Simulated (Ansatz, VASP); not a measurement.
# Two plane-wave programs on BN

```xyz
2
Lattice="0.0000 1.8130 1.8130 1.8130 0.0000 1.8130 1.8130 1.8130 0.0000" Properties=species:S:1:pos:R:3 pbc="T T T"
B     0.0000    0.0000    0.0000
N     2.7194    2.7194    2.7194
```

Alike in both runs: task single point; functional PBE; k mesh 12 × 12 × 12; occupations gaussian, width 0.02 eV; no spin polarisation.

```csv
,VASP,Ansatz
version,VASP 6.6.1,Ansatz 0.2.0
potentials or method,"VASP PAW PBE potentials, release 64 (B, N)","scalar-relativistic, plane waves, PAW"
plane-wave cutoff (eV),520,420
valence electrons in the cell,8,8
```

```tsv
	VASP	Ansatz	Ansatz less VASP
gap on the k mesh at the Fermi level (eV)	4.45	4.46	+0.012
least direct gap on the mesh (eV)	8.78	8.79	+0.011
pressure (GPa)	-0.1	-0.4	-0.25
```

A k mesh can miss the band edges.
